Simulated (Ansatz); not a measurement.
**Polymorphs of Hf3C2**

Theory: DFT PBE, scalar-relativistic, plane waves, PAW (Ansatz). All cells share a 420 eV cutoff and Γ-centred k meshes spaced at most about 0.3 Å⁻¹ (about 0.25 or finer for metals, 2π included). No spin polarisation.

Formation energies are uncorrected and refer to the elements' standard structures at the same level.

All energies are static (0 K, no zero-point motion). Larger cells and other orderings weren't all tried, so the list isn't exhaustive. These runs have no spin–orbit coupling, which can matter for Hf. The reference form of C is held partly by dispersion forces, which this level lacks.

Invented guesses were relaxed alike, and ends that match in structure were merged. ΔE counts from the first row. Coordination counts C atoms around Hf (those within 1.25 times the shortest such distance or 1.15 times the sum of covalent radii; a plus sign parts nearer from farther groups; a slash parts the counts of unlike sites). The ends were matched against large subsets of the Crystallography Open Database and the Materials Project, so a missing match doesn't prove that a structure is unreported.

| # | reached from | type and space group | atoms | Å³/atom | coordination | ΔE (meV/atom) | gap on mesh (eV) | in databases | checks |
| --- | --- | --- | --- | --- | --- | --- | --- | --- | --- |
| 1 | Al3Ni2 type (P-3m1) | P-3m1 (No. 164) | 5 | 15.0 | Hf 3/6 | 0 | 0.00 | no match | no imaginary mode at Γ (other wave vectors untested) |
| 2 | random cell | R-3m (No. 166) | 5 | 14.7 | Hf 2+4 | 1171 | 0.00 | no match | - |
| 3 | 6-connected net, two elements spread over the vertices, changed on relaxing | P2/m (No. 10) | 5 | 18.7 | Hf 2 | 1283 | 0.00 | no match | - |
| 4 | random cell | P6/mmm (No. 191) | 5 | 18.8 | Hf 2/6 | 1760 | 0.00 | no match | - |
| 5 | Li3Ga2 type (R-3m) | R-3m (No. 166) | 5 | 17.3 | Hf 1/2 | 1943 | 0.00 | no match | - |
| 6 | random cell | Pm-3m (No. 221) | 10 | 59.3 | Hf 1 | 3645 | 0.00 | no match | - |

The lowest: Space group P-3m1 (No. 164), trigonal, a = 3.305 Å, c = 7.932 Å. Hf on a site of symmetry -3m is surrounded by 6 C at 2.35 Å and 12 Hf at 3.19–3.30 Å; Hf on a site of symmetry 3m has 3 C at 2.24 Å and 9 Hf at 3.19–3.30 Å; C has 6 Hf at 2.24–2.35 Å. Its energy over the elements is −0.76 eV/atom. Whether it is stable depends on the other phases of the system, which aren't compared here. An observed structure of this formula, if there is one, may be missing.

```
CELL_PARAMETERS angstrom
3.30464 0.00000 0.00000
-1.65232 2.86190 0.00000
0.00000 0.00000 7.93242
ATOMIC_POSITIONS crystal
Hf 0.00000 0.00000 0.00000
Hf 0.33333 0.66667 0.67825
Hf 0.66667 0.33333 0.32175
C 0.33333 0.66667 0.17391
C 0.66667 0.33333 0.82609
```

The second: Space group R-3m (No. 166), trigonal, a = 5.762 Å, c = 7.658 Å. Around Hf lie 2 C at 2.48 Å, 8 Hf at 2.88–3.05 Å and 4 C at 2.97 Å; C has 1 C at 1.42 Å, 3 Hf at 2.48 Å and 6 Hf at 2.97 Å. Counting C atoms around Hf, the first has Hf 3/6 and the second has Hf 2+4. The second holds C–C pairs (shortest 1.42 Å); in the first the shortest C–C distance is 3.30 Å. Cells relaxed within their symmetry can be saddle points. Some types were kept out of the candidates beforehand, so the set may lack a known form.
